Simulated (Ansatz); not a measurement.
## TiC in Ansatz: the effect of functional

TiC:

```
Ti C
1.0
     0.00000    2.16572    2.16572
     2.16572    0.00000    2.16572
     2.16572    2.16572    0.00000
Ti C
1 1
Cartesian
  0.0000 0.0000 0.0000
  2.1657 2.1657 2.1657
```

The cell is a database's computed one.

Alike in all runs:

| Item | Value |
| --- | --- |
| Program | Ansatz 0.2.0 |
| Potentials or basis | Ansatz PAW |
| k mesh | 6 × 6 × 6 |
| Occupations | fermi-dirac, width 0.05 eV |
| Spin | no spin polarisation |

**Question.** One run gave: pressure -6.7 GPa. Which functional did it use?
A. PBEsol
B. LDA
C. BLYP
D. r2SCAN
E. r2SCAN0

**Answer.** A.

| functional | cutoff | pressure (GPa) |
| --- | --- | --- |
| LDA | 420 eV (not typed: the program's choice for these potentials) | -12.6 |
| PBEsol | 420 eV (not typed: the program's choice for these potentials) | -6.7 |
| RPBE | 420 eV (not typed: the program's choice for these potentials) | 4.9 |
| revPBE | 420 eV (not typed: the program's choice for these potentials) | 3.7 |
| BLYP | 420 eV (not typed: the program's choice for these potentials) | 8.3 |
| r2SCAN | 500 eV (not typed: the program's choice for these potentials) | -0.5 |
| HSE06 | 420 eV (not typed: the program's choice for these potentials) | -4.7 |
| r2SCAN0 | 500 eV (not typed: the program's choice for these potentials) | -4.9 |

Caveats: all runs use coarse meshes; the PAW data sets come from PBE, with cores solved anew for the run's functional, which leaves a small shift of forces and pressure; the thresholds are loose for stress (some runs).

Runs at the PBE level aren't shown here.
